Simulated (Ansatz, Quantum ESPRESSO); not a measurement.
AgCl: energy against volume and a worked fit

```cif
data_structure
_symmetry_space_group_name_H-M 'Fm-3m'
_symmetry_Int_Tables_number 225
_cell_length_a 5.4700
_cell_length_b 5.4700
_cell_length_c 5.4700
_cell_angle_alpha 90.000
_cell_angle_beta 90.000
_cell_angle_gamma 90.000
_cell_volume 163.67
loop_
_atom_site_label
_atom_site_type_symbol
_atom_site_symmetry_multiplicity
_atom_site_Wyckoff_symbol
_atom_site_fract_x
_atom_site_fract_y
_atom_site_fract_z
_atom_site_occupancy
Ag1 Ag 4 a 0.00000 0.00000 0.00000 1
Cl1 Cl 4 b 0.50000 0.00000 0.00000 1
```

The cell was scaled at fixed shape and fractions and run with Ansatz, all-electron LAPW, scalar-relativistic; PBEsol, k mesh 8 × 8 × 8 on the cell of 2 atoms, fermi-dirac occupations of 0.05 eV, no spin polarisation, no spin-orbit coupling. Energies are those that the program minimises, any entropy of the smearing included.

```tsv
V (Å³/atom)	energy over the lowest row (meV/atom)
19.2309	9.073
19.6401	?
20.0492	0.000
20.4584	0.293
20.8676	3.297
21.2768	8.689
21.6859	16.174
```

Fit the third-order Birch-Murnaghan form, give V0, B0 and B′, and predict the energy left open.

With y = (V0/V)^(2/3), E = E0 + (9 V0 B0/16) [(y - 1)³ B′ + (y - 1)² (6 - 4y)]. Least squares through the rows shown give V0 = 20.2104 Å³/atom, E0 = -0.231 meV, B0 = 56.58 GPa (1 eV/Å³ = 160.218 GPa) and B′ = 5.30, with a largest miss of 0.001 meV. At V = 19.6401 the form with these constants gives 2.787 meV; the run gave 2.787 meV an atom. Other set-ups at this level, from all their volumes (Å³/atom, GPa): Quantum ESPRESSO, PseudoDojo 0.4.1 SR PBEsol standard: V0 20.207, B0 56.7.
